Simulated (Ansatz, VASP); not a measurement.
# InP in two plane-wave programs, part 2 of 2

Aim: how closely do two programs agree when they are given the same cell, functional and k mesh? The cell is the relaxed one of a volume series.

VASP 6.6.1 and Ansatz 0.2.0.

So far. Step 3 (Ansatz: single point, PBEsol): The run ends at a pressure of 0.01 GPa. Step 5 (Ansatz: single point, PBEsol, volume scaled by 1.035): The run ends at a pressure of -2.11 GPa.

## (6) VASP: single point, PBEsol, volume scaled by 1.035

Level of this step: PBEsol; plane waves and PAW (In_d, P) (VASP).

The same cell, functional, mesh and smearing now go to VASP, with its own data sets and cutoff.

The input asks for a relaxation, which ended at its first step since no free force or stress exceeded the threshold; so it serves as a single point.

File INCAR:

```
SYSTEM = InP
PREC = Accurate
ENCUT = 400
EDIFF = 1E-08
NELM = 100
ISMEAR = 0
SIGMA = 0.05
LREAL = .FALSE.
ALGO = Normal
GGA = PS
NBANDS = 15
LORBIT = 11
LWAVE = .FALSE.
LCHARG = .FALSE.
KPAR = 16
IBRION = 2
NSW = 30
ISIF = 4
EDIFFG = -0.002
```

File POSCAR:

```
InP
1.0
    0.0000000000      2.9728961338      2.9728961338
    2.9728961338      0.0000000000      2.9728961338
    2.9728961338      2.9728961338      0.0000000000
In P
1 1
Direct
    0.0000000000      0.0000000000      0.0000000000
    0.2500000000      0.2500000000      0.2500000000
```

File KPOINTS:

```
Automatic mesh
0
Gamma
10 10 10
0 0 0
```

PAW data sets: In_d and P (PBE family, release 64).

Started as:

```bash
> mpirun -np 16 vasp_std
```

Numbers of over 12 decimals in the logs are rounded to 6 here.

Output:

```text
[banner, memory and clock lines left out]
running   16 mpi-ranks, on    1 nodes
[...]
[... a notice as in an earlier step ...]

 [... a notice as in an earlier step ...]

 LDA part: xc-table for (Slater+PW92), standard interpolation
 POSCAR, INCAR and KPOINTS ok, starting setup
[...]
entering main loop
       N       E                     dE             d eps       ncg     rms          rms(c)
DAV:   1     0.103127721669E+03    0.10313E+03   -0.72398E+03  1410   0.109E+03
DAV:   2    -0.265905261397E+01   -0.10579E+03   -0.10196E+03  1543   0.274E+02
DAV:   3    -0.935161640951E+01   -0.66926E+01   -0.66644E+01  1865   0.741E+01
DAV:   4    -0.952207744232E+01   -0.17046E+00   -0.17040E+00  1728   0.131E+01
[...]
DAV:  14    -0.914438904189E+01   -0.11203E-06   -0.17512E-07  1634   0.408E-03    0.151E-03
DAV:  15    -0.914438902450E+01    0.17386E-07   -0.78906E-09  1454   0.864E-04    0.115E-03
DAV:  16    -0.914438902740E+01   -0.28967E-08   -0.11733E-09   985   0.374E-04
   1 F= -.91443890E+01 E0= -.91443890E+01  d E =-.914439E+01
[...]
reached required accuracy - stopping structural energy minimisation
```

From OUTCAR (step 6):

```text
  Total       -0.6924428     -0.6924428     -0.6924428      0.0000000      0.0000000     -0.0000000
  in kB      -21.1118017    -21.1118017    -21.1118017      0.0000000      0.0000000     -0.0000000
  external PRESSURE =     -21.1118017 kB  Pullay stress =       0.0000000 kB

 POSITION                                       TOTAL-FORCE (eV/Angst)
 -----------------------------------------------------------------------------------
      0.00000      0.00000      0.00000         0.000000      0.000000      0.000000
      1.48645      1.48645      1.48645        -0.000000     -0.000000     -0.000000
 -----------------------------------------------------------------------------------
    total drift:                                0.000000      0.000000      0.000001

  FREE ENERGIE OF THE ION-ELECTRON SYSTEM (eV)
  ---------------------------------------------------
  free  energy   TOTEN  =        -9.1443890274 eV

  energy  without entropy=       -9.1443890274  energy(sigma->0) =       -9.14438903

[... 2 parts as in an earlier step ...]

[... 2 further parts left out ...]
[key lines of the parts left out:]
E-fermi :   4.8281
```

## (7) Side by side

Compared:

```tsv
quantity	Ansatz	VASP	difference
pressure (GPa)	-2.11	-2.11	0.00
gap on the k mesh (eV)	0.386	0.383	+0.002
```

A gap on the mesh is an upper bound, since the band edges may lie between its points. Ansatz's pressure holds a Pulay correction of 0.03 GPa; VASP's holds none.

## (8) VASP: single point, PBEsol, volume scaled by 1.05

With cell and atoms fixed, the geometry can't cause a difference; cores, projectors, grids and the points listed under the comparison can. The cell compared in this pair holds 53.31 Å³, against 52.55 Å³ for the pair before.

The input asks for a relaxation, which ended at its first step since no free force or stress exceeded the threshold; so it serves as a single point.

INCAR is that of step 6.

File POSCAR:

```
InP
1.0
    0.0000000000      2.9871891234      2.9871891234
    2.9871891234      0.0000000000      2.9871891234
    2.9871891234      2.9871891234      0.0000000000
In P
1 1
Direct
    0.0000000000      0.0000000000      0.0000000000
    0.2500000000      0.2500000000      0.2500000000
```

KPOINTS is that of step 6.

Started as:

```bash
> mpirun -np 16 vasp_std
```

Output:

```text
[... set-up lines as in an earlier step ...]
 entering main loop
       N       E                     dE             d eps       ncg     rms          rms(c)
DAV:   1     0.101816607760E+03    0.10182E+03   -0.73097E+03  1417   0.110E+03
DAV:   2    -0.283291678866E+01   -0.10465E+03   -0.10043E+03  1529   0.272E+02
DAV:   3    -0.933772433103E+01   -0.65048E+01   -0.64712E+01  1809   0.734E+01
DAV:   4    -0.950414424236E+01   -0.16642E+00   -0.16637E+00  1756   0.129E+01
[...]
DAV:  14    -0.913269724738E+01   -0.11748E-06   -0.18579E-07  1613   0.409E-03    0.134E-03
DAV:  15    -0.913269722686E+01    0.20521E-07   -0.80766E-09  1497   0.868E-04    0.110E-03
DAV:  16    -0.913269723050E+01   -0.36443E-08   -0.11966E-09  1006   0.383E-04
   1 F= -.91326972E+01 E0= -.91326972E+01  d E =-.913270E+01
[...]
reached required accuracy - stopping structural energy minimisation
```

Parts of OUTCAR (step 8):

```text
  Total       -0.9647499     -0.9647499     -0.9647499      0.0000000      0.0000000      0.0000000
  in kB      -28.9939354    -28.9939354    -28.9939354      0.0000000      0.0000000      0.0000000
  external PRESSURE =     -28.9939354 kB  Pullay stress =       0.0000000 kB

 POSITION                                       TOTAL-FORCE (eV/Angst)
 -----------------------------------------------------------------------------------
      0.00000      0.00000      0.00000         0.000000     -0.000000      0.000000
      1.49359      1.49359      1.49359        -0.000000      0.000000     -0.000000
 -----------------------------------------------------------------------------------
    total drift:                                0.000000      0.000000      0.000001

  FREE ENERGIE OF THE ION-ELECTRON SYSTEM (eV)
  ---------------------------------------------------
  free  energy   TOTEN  =        -9.1326972305 eV

  energy  without entropy=       -9.1326972222  energy(sigma->0) =       -9.13269723

[... 2 parts as in an earlier step ...]

[... 2 further parts left out ...]
[key lines of the parts left out:]
E-fermi :   4.6395
```

## (9) Ansatz: single point, PBEsol, volume scaled by 1.05

The same cell, functional, mesh and smearing now go to Ansatz, which takes its cutoff from its data sets.

The cell is a member of a volume series, scaled by 1.05 from a relaxed one, so a pressure remains.

File input.yaml:

```yaml
crystal:
  lattice:
    - [0.0, 2.98718912, 2.98718912]
    - [2.98718912, 0.0, 2.98718912]
    - [2.98718912, 2.98718912, 0.0]
  atoms:
    - { symbol: In, position: [0.0, 0.0, 0.0] }
    - { symbol: P, position: [0.25, 0.25, 0.25] }
hamiltonian:
  xc: pbesol
  pseudopotentials: { kind: paw }
kpoints:
  mp_grid: { grid: [10, 10, 10] }
scf:
  occupations: { method: gaussian, width: 0.05 }
  n_extra_bands: 4
output:
  forces: true
  stress: true
  eigenvalues: true
```

Started as:

```bash
> ansatz run input.yaml --threads 2 --pin off --max-ram 4608MiB --backend cpu --events-out ev --progress --plain --runs-dir out
```

Output:

```text
[...]
Crystal: 2 atoms, lattice volume = 53.311 Å³
Basis set: ecut = 420 eV, 1037 PW (Γ), exchange–correlation on 60×60×60 points (8 copies of the dense FFT grid, shifted against one another)
Bands: 13, of which v1, the nominal top of the filled ones, is band 9 counted from 1 (8 counted from 0)
Symmetry: 24 space group operations
[...]
k-points: 47 of 1000 (time reversal used)
[...]
--- Band table (eV; the first three rows and the last of 47) ---
  k-point 0: bands = [... 5 lower, -4.9791, 6.1854, 6.1854, 6.1854, 6.4936, 10.1950, 10.1950, 10.1950]
  k-point 1: bands = [... 5 lower, -4.8735, 4.9563, 6.0709, 6.0709, 7.3875, 10.2263, 10.3705, 10.3705]
  k-point 2: bands = [... 5 lower, -4.5703, 3.5049, 5.8097, 5.8097, 7.7528, 10.7260, 10.7260, 10.7574]
  k-point 46: bands = [... 5 lower, -2.7590, 0.7401, 3.4721, 3.5173, 9.8704, 9.9944, 12.0870, 12.5908]
[key lines of the parts left out:]
SCF converged after 6 iterations
Free energy (F): -6265.843039 eV
Fermi energy:    6.343733 eV
P = ⅓ Tr σ = -2.8984 GPa (-28.984 kbar)
```

Elapsed: 1.8 s, on 2 threads of Arm Neoverse V1, shared host; peak memory 0.34 GiB.

The run ends at a pressure of -2.90 GPa.

## (10) Comparison

The two programs side by side:

```tsv
quantity	Ansatz	VASP	difference
pressure (GPa)	-2.90	-2.90	0.00
gap on the k mesh (eV)	0.308	0.306	+0.002
```

A gap on the mesh is an upper bound, since the band edges may lie between its points. Ansatz's pressure holds a Pulay correction of 0.03 GPa; VASP's holds none.

## (11) What came out

```yaml
difference_in_gap_on_the_k_mesh_single_point_pbesol: 0.0022 eV
difference_in_gap_on_the_k_mesh_single_point_pbesol_volume_scaled_by_1p035: 0.0024 eV
difference_in_gap_on_the_k_mesh_single_point_pbesol_volume_scaled_by_1p05: 0.0022 eV
```

The difference in gap on the k mesh is 0.0024 eV (single point, PBEsol, volume scaled by 1.035), within the 0.08 eV picked in this series as the mark of a large difference. Such differences can come from data sets, numerical settings and the points named under the comparisons, not from the functional's error against experiment.

[Lines on the potential files, build, host, timing and source positions are cut from VASP's logs without a mark.]

[Logs are printed without paths, hosts, clocks, repeated set-up lines and the standing remarks that a program may print on its own settings, such as how far it seeks lower states.]

[Hosts, paths, dates, database ids (printed as entryN), source tags and the programs' standing remarks are cut or masked in the printed files.]
